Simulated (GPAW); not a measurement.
# ZnSe (Stilleite) (F-43m) in GPAW: settings compared

One crystal, ZnSe (Stilleite), is run at these levels: PBE, LDA; tasks: single point.

Program: GPAW 26.7.0. These are calculated values, not measurements. Logs are shortened: lines on timing, memory, paths and dates and some standing lists are left out, and cuts for length are marked. The log counts tension as positive stress, the text compression.

**What was measured.**

“Alloy Disordering Effects on the Thermal Conductivity and Energy Gap Temperature Dependence of Cd1−xZnxSe Ternary Crystals Grown by the Bridgman Method”, 2023, pmc:10253836 reports, for a bulk crystal of ZnSe at 300 K: band gap 2.695 ± 0.003 eV (an exciton energy, a little under the gap).

The runs below are set against these values where they give the same quantity.

### 1 The crystal as given

It takes space group F-43m (No. 216, cubic). Conventional cell: a = 5.668 Å, b = 5.668 Å, c = 5.668 Å, α = 90.00°, β = 90.00°, γ = 90.00°. Se (site symmetry -43m) has 4 Zn at 2.45 Å as nearest neighbours. Zn (site symmetry -43m) is surrounded by 4 Se at 2.45 Å.

### 2 Single point, PBE

Input file run.py:

```python
from ase import Atoms
from ase.dft.bandgap import bandgap
from ase.io import write
from ase.units import GPa
from gpaw import GPAW, PW

atoms = Atoms(['Se', 'Zn'],
              cell=[[0.0, 2.8338, 2.8338],
                    [2.8338, 0.0, 2.8338],
                    [2.8338, 2.8338, 0.0]],
              scaled_positions=[[0.75, 0.75, 0.75],
                                [0.0, 0.0, 0.0]],
              pbc=True)

calc = GPAW(mode=PW(450),
            xc='PBE',
            kpts={'size': (7, 7, 7), 'gamma': True},
            occupations={'name': 'fermi-dirac', 'width': 0.05},
            nbands=18,
            maxiter=120,
            txt='gpaw.txt')
atoms.calc = calc
energy = atoms.get_potential_energy()
forces = atoms.get_forces()
stress = atoms.get_stress()
calc.write('gs.gpw')
write('result.traj', atoms)
print(f'Energy: {energy:.6f} eV')
print('Forces (eV/A):')
print(forces.round(4))
print('Stress (GPa):', (stress / GPa).round(3))
print('Fermi level:', round(calc.get_fermi_level(), 4), 'eV')
print(f'Gap: {bandgap(calc)[0]:.4f} eV, direct: {bandgap(calc, direct=True)[0]:.4f} eV')
```

Potentials or basis: GPAW PAW data sets (gpaw-data 1.2.1), pw.

Launch:

```sh
> OMP_NUM_THREADS=1 python run.py
```

gpaw.txt:

```text
__  _  _
 | _ |_)|_||  |
 |__||  | ||/\| - 26.7.0

Input parameters:
  mode=PW(ecut=450.00000000000006),
  kpts=MonkhorstPack(size=(7, 7, 7), gamma=True),
  maxiter=120,
  nbands=18,
  occupations=Occupations(name='fermi-dirac', width=0.05),
  xc=XC(name='PBE')

Diagonalizing LCAO Hamiltonian
Converting LCAO to pw mode

                    Se

       Zn

Atoms  # Å, Bohr magnetons
|   | symbol |        x |        y |        z |    initial magnetic moments |
|---|--------|----------|----------|----------|-----------------------------|
| 0 |     Se | 4.250700 | 4.250700 | 4.250700 | ( 0.0000,  0.0000,  0.0000) |
| 1 |     Zn | 0.000000 | 0.000000 | 0.000000 | ( 0.0000,  0.0000,  0.0000) |

Unit cell  # Å
| periodic |        x |        y |        z |  lengths |    angles |
|----------|----------|----------|----------|----------|-----------|
|      yes | 0.000000 | 2.833800 | 2.833800 | 4.007598 | 60.000000 |
|      yes | 2.833800 | 0.000000 | 2.833800 | 4.007598 | 60.000000 |
|      yes | 2.833800 | 2.833800 | 0.000000 | 4.007598 | 60.000000 |

Number of symmetries: 24
Symmetry operations  # r_c * U_cc + t_c -> r_c
|    | kind |            matrix            |
|----|------|------------------------------|
|  0 |  E   |  1, 0, 0,  0, 1, 0,  0, 0, 1 |
|  1 |  σ   |  1, 0, 0,  0, 0, 1,  0, 1, 0 |
|  2 |  σ   |  1, 0,-1,  0, 1,-1,  0, 0,-1 |
|  3 |  C3  |  1, 0,-1,  0, 0,-1,  0, 1,-1 |
|  4 |  C3  |  1,-1, 0,  0,-1, 1,  0,-1, 0 |
|  5 |  σ   |  1,-1, 0,  0,-1, 0,  0,-1, 1 |
|  6 |  σ   |  0, 1, 0,  1, 0, 0,  0, 0, 1 |
|  7 |  C3  |  0, 1, 0,  0, 0, 1,  1, 0, 0 |
|  8 |  C2  |  0, 1,-1,  1, 0,-1,  0, 0,-1 |
|  9 |  S4  |  0, 1,-1,  0, 0,-1,  1, 0,-1 |
| 10 |  C3  |  0, 0, 1,  1, 0, 0,  0, 1, 0 |
| 11 |  σ   |  0, 0, 1,  0, 1, 0,  1, 0, 0 |
| 12 |  S4  |  0, 0,-1,  1, 0,-1,  0, 1,-1 |
| 13 |  C3  |  0, 0,-1,  0, 1,-1,  1, 0,-1 |
| 14 |  S4  |  0,-1, 1,  1,-1, 0,  0,-1, 0 |
| 15 |  C2  |  0,-1, 1,  0,-1, 0,  1,-1, 0 |
| 16 |  C3  |  0,-1, 0,  1,-1, 0,  0,-1, 1 |
| 17 |  S4  |  0,-1, 0,  0,-1, 1,  1,-1, 0 |
| 18 |  S4  | -1, 1, 0, -1, 0, 1, -1, 0, 0 |
| 19 |  C3  | -1, 1, 0, -1, 0, 0, -1, 0, 1 |
| 20 |  C3  | -1, 0, 1, -1, 1, 0, -1, 0, 0 |
| 21 |  S4  | -1, 0, 1, -1, 0, 0, -1, 1, 0 |
| 22 |  σ   | -1, 0, 0, -1, 1, 0, -1, 0, 1 |
| 23 |  C2  | -1, 0, 0, -1, 0, 1, -1, 1, 0 |

BZ-sampling:
  Number of BZ points: 343
  Number of IBZ points: 20

  Monkhorst-Pack size: [7, 7, 7]
  Monkhorst-Pack shift: [0, 0, 0]

K-points  # in reciprocal-cell coordinates
|     |                                coordinates |     weight |
|-----|--------------------------------------------|------------|
|   0 | (  0.00000000,   0.00000000,   0.00000000) | 0.00291545 |
|   1 | (  0.14285714,   0.14285714,   0.00000000) | 0.01749271 |
|   2 | (  0.14285714,   0.14285714,   0.14285714) | 0.02332362 |
|   3 | (  0.28571429,   0.14285714,   0.14285714) | 0.03498542 |
|   4 | (  0.28571429,   0.28571429,   0.00000000) | 0.01749271 |
|   5 | (  0.28571429,   0.28571429,   0.14285714) | 0.06997085 |
|   6 | (  0.28571429,   0.28571429,   0.28571429) | 0.02332362 |
|   7 | (  0.42857143,  -0.28571429,  -0.28571429) | 0.03498542 |
|   8 | (  0.42857143,   0.28571429,  -0.42857143) | 0.13994169 |
|   9 | (  0.42857143,   0.28571429,  -0.28571429) | 0.06997085 |
| ... |                                            |            |
|  19 | (  0.42857143,   0.42857143,   0.42857143) | 0.02332362 |

Plane wave coefficients: 998
Cutoff: 450.00000000000006 eV

Spin-components: 1 (collinear spins)
Bands:           18
Projectors:      11
Spin-degeneracy: 2
Datatype:        complex128

Parallelization:
  kpt:    1
  domain: 1
  band:   1

Density:
  Valence electrons: 18.0
  Components: 1
  Grid points: [20 20 20]
  Charge: 0.0  # |e|

Potential:
  Grid points: [20 20 20]

species:
  Se:
    name:    Selenium
    Z:       34.0
    valence: 6
    core:    28
    charge:  0.0  # [|e|]
    compensation charges:
      type: gauss
      rc: 0.27  # [Å]
      lmax: 2
    cutoffs:
      filter: 1.77  # [Å]
      core: 2.67  # [Å]
    projectors
    | kind |    occ | energy [eV] | rcut [Å] |
    |------|--------|-------------|----------|
    |   4s |  2.000 |     -17.277 |    0.847 |
    |   4p |  4.000 |      -6.512 |    1.005 |
    |    s |        |       9.935 |    0.847 |
    |    p |        |      20.699 |    1.005 |
    |    d |        |       0.000 |    0.847 |

    Using partial waves for Se as LCAO basis

  Zn:
    name:    Zinc
    Z:       30.0
    valence: 12
    core:    18
    charge:  0.0  # [|e|]
    compensation charges:
      type: gauss
      rc: 0.37  # [Å]
      lmax: 2
    cutoffs:
      filter: 2.14  # [Å]
      core: 2.28  # [Å]
    projectors
    | kind |    occ | energy [eV] | rcut [Å] |
    |------|--------|-------------|----------|
    |   4s |  2.000 |      -5.977 |    1.286 |
    |   4p |  0.000 |      -1.117 |    1.270 |
    |   3d | 10.000 |     -10.142 |    1.180 |
    |    s |        |      21.234 |    1.286 |
    |    p |        |      26.095 |    1.270 |
    |    d |        |      17.070 |    1.180 |

    Using partial waves for Zn as LCAO basis

Reference energy: -114964.858784  # eV

eigensolver:
  PPCG
  Converge bands: occupied
  niter=2

density mixing:
  MSR1-Mixer
  Pratt-step length: 0.05
  Maximum mixing coefficient: 0.75
  Old densities: 10
  SVD Regularization: 0.005
  Good broyden scale: 1.0
  Trust region scale: 1.0
  Backstep threshold: 4.0
  History deletion threshold: 6.0
  Fourier metric: weight=20.0, sigma=0.015

occupation numbers:
  Fermi-Dirac:
    width: 0.0500  # eV

poisson solver:
  ecut: 3600.0000000000005  # eV

xc functional:
  name: PBE with 2 nearest neighbor stencil

convergence criteria:
- Maximum [total energy] change in last 3 cyles: 0.0005 eV / valence electron
- Maximum integral of absolute [dens]ity change: 0.0001 electrons / valence electron
- Maximum integral of absolute [eigenst]ate change: 4e-08 eV^2 / valence electron
maximum number of iterations: 120

SCF iterations
|iter     | |      energy | eigst |  dens |
|---------|-|-------------|-------|-------|
|iter:   1| |   -6.322320 | -0.34 |       |
|iter:   2| |   -6.264579 | -2.26 | -1.24 |
|iter:   3| |   -6.081517 | -1.68 | -1.28 |
|iter:   4| |   -6.080978 | -2.72 | -1.83 |
|iter:   5| |   -6.081928c| -3.91 | -2.31 |
|iter:   6| |   -6.081882c| -4.39 | -2.96 |
|iter:   7| |   -6.081900c| -5.49 | -3.54 |
|iter:   8| |   -6.081904c| -6.31 | -3.93 |
|iter:   9| |   -6.081904c| -8.36c| -5.04c|

Converged in 9 steps
Energy contributions relative to reference atoms: (reference = -114964.858784)

Energy contributions:
  Kinetic:          13.221212
  Coulomb:         -11.221357
  Zero:             -0.065216
  External:          0.000000
  Xc:               -8.016544
  Entropy:          -0.000000
  Spinorbit:         0.000000
  ----------------------------
  Free energy:      -6.081904
  Extrapolated:     -6.081904

dipole moment: (-7.072490, -7.072490, -7.072490)  # |e|*Ang

Fermi level: 4.553
Eigenvalues  # (at kpt = [0.000, 0.000, 0.000])
| band index |      eig [eV] | occ [0-2] |
|------------|---------------|-----------|
|          0 |        -9.372 |     2.000 |
|          1 |        -2.641 |     2.000 |
|          2 |        -2.641 |     2.000 |
|          3 |        -2.641 |     2.000 |
|          4 |        -2.276 |     2.000 |
|          5 |        -2.276 |     2.000 |
[... 10 lines left out ...]
|         16 |        16.945 |     0.000 |
|         17 |        16.945 |     0.000 |

Gap: 1.298 eV
Transition (v -> c):
  (s=0, k=0, n=8, [0.00, 0.00, 0.00]) -> (s=0, k=0, n=9, [0.00, 0.00, 0.00])
No difference between direct/indirect transitions

Forces  # eV/Ang
|        x |        y |        z |
|----------|----------|----------|
|  0.00000 | -0.00000 | -0.00000 |  # Se   0
| -0.00000 |  0.00000 | -0.00000 |  # Zn   1

Stress tensor  # eV/Ang^3
|         x |         y |         z |
|-----------|-----------|-----------|
| -0.010529 | -0.000000 | -0.000000 |
| -0.000000 | -0.010529 |  0.000000 |
| -0.000000 |  0.000000 | -0.010529 |

# Writing to gs.gpw (mode='')
```

Wall time 6.4 s (1 thread of Arm Neoverse V2, shared host); peak memory 0.14 GiB.

Results:

```
Free energy            : -6.0819 eV
Pressure               : 1.7 GPa
Band gap on the k mesh : 1.30 eV, direct
```

Caveat: the cutoff is short for stress and forces, so pressures can be off by a GPa or more.

### 3 Single point, LDA

Changes to run.py since step 2:

```diff
@@ -15,3 +15,3 @@
 calc = GPAW(mode=PW(450),
-            xc='PBE',
+            xc='LDA',
             kpts={'size': (7, 7, 7), 'gamma': True},
```

Potentials or basis: the program's PAW data sets (release 1.2.1) made for this functional, pw.

Launch:

```sh
> OMP_NUM_THREADS=1 python run.py
```

gpaw.txt:

```text
__  _  _
 | _ |_)|_||  |
 |__||  | ||/\| - 26.7.0

Input parameters:
  mode=PW(ecut=450.00000000000006),
  kpts=MonkhorstPack(size=(7, 7, 7), gamma=True),
  maxiter=120,
  nbands=18,
  occupations=Occupations(name='fermi-dirac', width=0.05),
  xc=XC(name='LDA')

Diagonalizing LCAO Hamiltonian
Converting LCAO to pw mode

                    Se

       Zn

Atoms  # Å, Bohr magnetons
|   | symbol |        x |        y |        z |    initial magnetic moments |
|---|--------|----------|----------|----------|-----------------------------|
| 0 |     Se | 4.250700 | 4.250700 | 4.250700 | ( 0.0000,  0.0000,  0.0000) |
| 1 |     Zn | 0.000000 | 0.000000 | 0.000000 | ( 0.0000,  0.0000,  0.0000) |

Unit cell  # Å
| periodic |        x |        y |        z |  lengths |    angles |
|----------|----------|----------|----------|----------|-----------|
|      yes | 0.000000 | 2.833800 | 2.833800 | 4.007598 | 60.000000 |
|      yes | 2.833800 | 0.000000 | 2.833800 | 4.007598 | 60.000000 |
|      yes | 2.833800 | 2.833800 | 0.000000 | 4.007598 | 60.000000 |

Number of symmetries: 24
Symmetry operations  # r_c * U_cc + t_c -> r_c
|    | kind |            matrix            |
|----|------|------------------------------|
|  0 |  E   |  1, 0, 0,  0, 1, 0,  0, 0, 1 |
|  1 |  σ   |  1, 0, 0,  0, 0, 1,  0, 1, 0 |
|  2 |  σ   |  1, 0,-1,  0, 1,-1,  0, 0,-1 |
|  3 |  C3  |  1, 0,-1,  0, 0,-1,  0, 1,-1 |
|  4 |  C3  |  1,-1, 0,  0,-1, 1,  0,-1, 0 |
|  5 |  σ   |  1,-1, 0,  0,-1, 0,  0,-1, 1 |
|  6 |  σ   |  0, 1, 0,  1, 0, 0,  0, 0, 1 |
|  7 |  C3  |  0, 1, 0,  0, 0, 1,  1, 0, 0 |
|  8 |  C2  |  0, 1,-1,  1, 0,-1,  0, 0,-1 |
|  9 |  S4  |  0, 1,-1,  0, 0,-1,  1, 0,-1 |
| 10 |  C3  |  0, 0, 1,  1, 0, 0,  0, 1, 0 |
| 11 |  σ   |  0, 0, 1,  0, 1, 0,  1, 0, 0 |
| 12 |  S4  |  0, 0,-1,  1, 0,-1,  0, 1,-1 |
| 13 |  C3  |  0, 0,-1,  0, 1,-1,  1, 0,-1 |
| 14 |  S4  |  0,-1, 1,  1,-1, 0,  0,-1, 0 |
| 15 |  C2  |  0,-1, 1,  0,-1, 0,  1,-1, 0 |
| 16 |  C3  |  0,-1, 0,  1,-1, 0,  0,-1, 1 |
| 17 |  S4  |  0,-1, 0,  0,-1, 1,  1,-1, 0 |
| 18 |  S4  | -1, 1, 0, -1, 0, 1, -1, 0, 0 |
| 19 |  C3  | -1, 1, 0, -1, 0, 0, -1, 0, 1 |
| 20 |  C3  | -1, 0, 1, -1, 1, 0, -1, 0, 0 |
| 21 |  S4  | -1, 0, 1, -1, 0, 0, -1, 1, 0 |
| 22 |  σ   | -1, 0, 0, -1, 1, 0, -1, 0, 1 |
| 23 |  C2  | -1, 0, 0, -1, 0, 1, -1, 1, 0 |

BZ-sampling:
  Number of BZ points: 343
  Number of IBZ points: 20

  Monkhorst-Pack size: [7, 7, 7]
  Monkhorst-Pack shift: [0, 0, 0]

K-points  # in reciprocal-cell coordinates
|     |                                coordinates |     weight |
|-----|--------------------------------------------|------------|
|   0 | (  0.00000000,   0.00000000,   0.00000000) | 0.00291545 |
|   1 | (  0.14285714,   0.14285714,   0.00000000) | 0.01749271 |
|   2 | (  0.14285714,   0.14285714,   0.14285714) | 0.02332362 |
[... 76 lines left out ...]
    |   3d | 10.000 |     -10.426 |    1.180 |
    |    s |        |      20.994 |    1.286 |
    |    p |        |      25.981 |    1.270 |
    |    d |        |      16.786 |    1.180 |

    Using partial waves for Zn as LCAO basis

Reference energy: -114805.075344  # eV

eigensolver:
  PPCG
  Converge bands: occupied
  niter=2

density mixing:
  MSR1-Mixer
  Pratt-step length: 0.05
  Maximum mixing coefficient: 0.75
  Old densities: 10
  SVD Regularization: 0.005
  Good broyden scale: 1.0
  Trust region scale: 1.0
  Backstep threshold: 4.0
  History deletion threshold: 6.0
  Fourier metric: weight=20.0, sigma=0.015

occupation numbers:
  Fermi-Dirac:
    width: 0.0500  # eV

poisson solver:
  ecut: 3600.0000000000005  # eV

xc functional:
  name: None

convergence criteria:
- Maximum [total energy] change in last 3 cyles: 0.0005 eV / valence electron
- Maximum integral of absolute [dens]ity change: 0.0001 electrons / valence electron
- Maximum integral of absolute [eigenst]ate change: 4e-08 eV^2 / valence electron
maximum number of iterations: 120

SCF iterations
|iter     | |      energy | eigst |  dens |
|---------|-|-------------|-------|-------|
|iter:   1| |   -7.678331 | -0.32 |       |
|iter:   2| |   -7.619449 | -2.23 | -1.26 |
|iter:   3| |   -7.429250 | -1.71 | -1.30 |
|iter:   4| |   -7.424709 | -2.84 | -1.85 |
|iter:   5| |   -7.424759c| -4.36 | -2.36 |
|iter:   6| |   -7.424746c| -5.10 | -3.32 |
|iter:   7| |   -7.424751c| -6.45 | -3.73 |
|iter:   8| |   -7.424752c| -7.31 | -4.14c|
|iter:   9| |   -7.424752c| -8.09c| -5.51c|

Converged in 9 steps
Energy contributions relative to reference atoms: (reference = -114805.075344)

Energy contributions:
  Kinetic:           9.980030
  Coulomb:          -8.512900
  Zero:             -0.056445
  External:          0.000000
  Xc:               -8.835437
  Entropy:          -0.000000
  Spinorbit:         0.000000
  ----------------------------
  Free energy:      -7.424752
  Extrapolated:     -7.424752

dipole moment: (-7.131954, -7.131954, -7.131954)  # |e|*Ang

Fermi level: 4.105
Eigenvalues  # (at kpt = [0.000, 0.000, 0.000])
| band index |      eig [eV] | occ [0-2] |
|------------|---------------|-----------|
|          0 |        -9.755 |     2.000 |
|          1 |        -3.073 |     2.000 |
|          2 |        -3.073 |     2.000 |
|          3 |        -3.073 |     2.000 |
|          4 |        -2.714 |     2.000 |
|          5 |        -2.714 |     2.000 |
[... 10 lines left out ...]
|         16 |        16.453 |     0.000 |
|         17 |        16.453 |     0.000 |

Gap: 1.045 eV
Transition (v -> c):
  (s=0, k=0, n=8, [0.00, 0.00, 0.00]) -> (s=0, k=0, n=9, [0.00, 0.00, 0.00])
No difference between direct/indirect transitions

Forces  # eV/Ang
|        x |        y |        z |
|----------|----------|----------|
|  0.00000 | -0.00000 |  0.00000 |  # Se   0
| -0.00000 |  0.00000 | -0.00000 |  # Zn   1

Stress tensor  # eV/Ang^3
|        x |        y |        z |
|----------|----------|----------|
| 0.025274 | 0.000000 | 0.000000 |
| 0.000000 | 0.025274 | 0.000000 |
| 0.000000 | 0.000000 | 0.025274 |

# Writing to gs.gpw (mode='')
```

stdout:

```text
Energy: -7.424752 eV
Forces (eV/A):
[[ 0. -0.  0.]
 [-0.  0. -0.]]
Stress (GPa): [4.049 4.049 4.049 0.    0.    0.   ]
Fermi level: 4.1051 eV
Gap: 1.0449 eV, direct: 1.0449 eV
```

Wall time 5.9 s (1 thread of Arm Neoverse V2, shared host); peak memory 0.14 GiB.

What came out:

```
Free energy            : -7.4248 eV
Pressure               : -4.0 GPa
Band gap on the k mesh : 1.04 eV, direct
```

Levels at points of the mesh, in eV from the valence-band top:
```csv
k point,band 6,band 7,band 8,band 9,band 10,band 11,band 12,band 13
"(0.00, 0.00, 0.00)",-6.27,0.00,0.00,0.00,1.04,5.72,5.72,5.72
```

Caveat: the cutoff is short for stress and forces, so pressures can be off by a GPa or more.

### 4 How close it comes

Step 2. A measured gap of ZnSe is 2.695 eV (an exciton energy, a little under the gap; 300 K; “Alloy Disordering Effects on the Thermal Conductivity and Energy Gap Temperature Dependence of Cd1−xZnxSe Ternary Crystals Grown by the Bridgman Method”, 2023, pmc:10253836); the calculated 1.30 eV misses it by -1.40 eV. So large a miss can be the level of theory's own, or it may mean another phase, state or a wrong row. Spin-orbit coupling on Se is left out. The value is that of PBE, without temperature or zero-point motion. Semilocal functionals fall short of measured gaps as a rule.

Step 3. Measured gap of ZnSe: 2.695 eV (an exciton energy, a little under the gap; 300 K; “Alloy Disordering Effects on the Thermal Conductivity and Energy Gap Temperature Dependence of Cd1−xZnxSe Ternary Crystals Grown by the Bridgman Method”, 2023, pmc:10253836). This calculation gives 1.04 eV (-1.65 eV). So large a miss can be the level of theory's own, or it may mean another phase, state or a wrong row. Spin-orbit coupling on Se is left out. The value is that of LDA, without temperature or zero-point motion. Semilocal functionals fall short of measured gaps as a rule.
